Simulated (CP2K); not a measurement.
**Sn under changes of volume**

One of the cells (27.650 Å³/atom); the others are scaled copies at fixed shape and fractional positions:

```xyz
2
Lattice="4.4550 0.0000 0.0000 -3.3067 2.9854 0.0000 -0.5741 -1.4927 4.1580" Properties=species:S:1:pos:R:3 pbc="T T T"
Sn    0.0000    0.0000    0.0000
Sn    2.2275    0.0000    2.0790
```

| Quantity | Value |
| --- | --- |
| Program | CP2K 2026.2 |
| Functional | PBE |
| Potentials or basis | POTENTIAL_UZH Sn GTH-PBE-q4; TZVP-MOLOPT-PBE-GTH basis |
| Density cutoff | 8163 eV |
| k mesh | 9 × 9 × 9 |
| Occupations | fermi-dirac, width 0.05 eV |
| Spin | no spin polarisation |

```csv
volume (Å³/atom),energy over the lowest point (meV/atom),pressure (GPa)
25.991,?,?
26.544,34.80,5.0
27.097,19.99,3.6
27.650,9.54,2.4
28.203,3.00,1.4
28.756,0.00,0.4
29.309,0.19,-0.5
```

Problem. What does the run at 25.991 Å³/atom give?

Solution. Energy over the lowest point 54.49 meV/atom; pressure 6.5 GPa.

Worked out: A Birch-Murnaghan fit of order 3 (a polynomial in V^(-2/3)) to the other rows has its minimum at 29.00 Å³/atom with B0 = V·E''(V) = 46 GPa and B' = 4.4 at fixed shape and positions, which overstates the stiffness. It gives 54.44 meV/atom at 25.991 Å³/atom, against the run's 54.49, and -dE/dV = 6.4 GPa, against 6.5.

Energies are extrapolated to zero smearing.

Caveats: the basis of atomic orbitals isn't converged, which shifts pressures, moduli and gaps.
